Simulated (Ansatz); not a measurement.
Cl on a (101) slab of TiO$_{2}$ (I4_1/amd (No. 141)), 8 planes, outer planes O (top) and O (bottom), 1 a cell of 39.0 Å², relaxed (it stands last):

```xyz
25
Lattice="7.5747 0.0000 0.0000 -1.8937 5.1467 0.0000 0.0000 0.0000 23.8679" Properties=species:S:1:pos:R:3 pbc="T T T"
O     0.0000    3.2456    8.0000
O     3.7874    3.2456    8.0000
Ti    0.0000    1.3935    8.7329
Ti    3.7874    1.3935    8.7329
O     1.8937    1.0207    8.8804
O     5.6811    1.0207    8.8804
O     1.8937    4.6881    9.4658
O     5.6811    4.6881    9.4658
Ti    0.0000    4.3153    9.6133
Ti    3.7874    4.3153    9.6133
O     0.0000    2.4632   10.3462
O     3.7874    2.4632   10.3462
O    -0.0268    4.6330   11.5705
O     3.7829    4.6372   11.5526
Ti    0.0129    2.7717   12.3619
Ti    3.7717    2.7296   12.4186
O     1.9010    2.3068   12.3919
O     5.6904    2.3290   12.4416
O     3.7983    0.9138   13.3087
O    -0.0145    0.8715   13.2711
Ti    1.9428    0.3610   13.2032
Ti    5.6484    0.3700   13.0986
O     0.0816    3.8266   13.8737
O     3.7600    3.8751   13.8893
Cl    1.0680    1.2083   15.4001
```

The calculation used DFT PBE+D3(BJ), scalar-relativistic, plane waves, PAW (Ansatz 0.2.0). Cutoff 420 eV; k points 2×3×1 on the computed 25-atom cell (Γ-centred); Gaussian smearing, width 0.05 eV; collinear spin. A dipole correction removes the field between periodic images along c.

It binds with 0.82 eV an atom against the clean slab and the free atom (no zero-point or thermal terms); its shortest contact is Cl–O 2.41 Å. Take first-order desorption with no barrier to adsorption, no reaction on the face and an assumed prefactor of 10^13 s⁻¹.

(1) How long does an atom stay at 300 K?

(2) Where does its peak lie in a desorption experiment heated at 5 K/s?

(3) Is this physisorption or chemisorption?

## Answers

(1) τ = ν⁻¹·exp(E/k_BT) with k_BT = 0.0259 eV: E/k_BT = 31.7, so τ ≈ 6×10^0 s. It leaves within a purge of seconds.

(2) The peak obeys E/(k_B·T_p²) = (ν/β)·exp(−E/k_BT_p). Solving gives T_p ≈ 311 K (E/k_BT_p = 30.6). An error of 0.1 eV in E moves it by about 38 K, and larger molecules have larger prefactors, which lowers it.

(3) The tightest contact, Cl–Ti 2.51 Å, is 0.96 times the sum of covalent radii. This is a chemical bond. Leaving as a molecule, with a second adsorbate or an atom of the face, can cost less than leaving alone, which these figures don't count.